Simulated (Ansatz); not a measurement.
**Boron (bcc) across density functionals**

All rows: Ansatz, plane waves with scalar-relativistic PAW, 420 eV (500 eV for the SCAN forms), relaxed under each functional, no dispersion correction, no zero-point motion. B₀ comes from uniform scaling at fixed shape; a dash is a value not given.

```
functional  V (Å³/atom)         cell  B₀ (GPa)     magnetic state  ΔE to alpha-rhombohedral (B12) (meV/atom)
       PBE         6.15  a = 2.308 Å       225  spin not included                                       1715
    r²SCAN         6.04  a = 2.295 Å       238  spin not included                                       1836
       LDA         5.93  a = 2.281 Å       252  spin not included                                       1729
    revPBE         6.23  a = 2.319 Å       215  spin not included                                       1697
      RPBE         6.26  a = 2.321 Å       214  spin not included                                       1695
      BLYP         6.45  a = 2.345 Å       174  spin not included                                       2037
```

What does PBEsol give?

V (Å³/atom): 6.07; cell: a = 2.298 Å; B₀ (GPa): 237; magnetic state: spin not included; ΔE to alpha-rhombohedral (B12) (meV/atom): 1648.
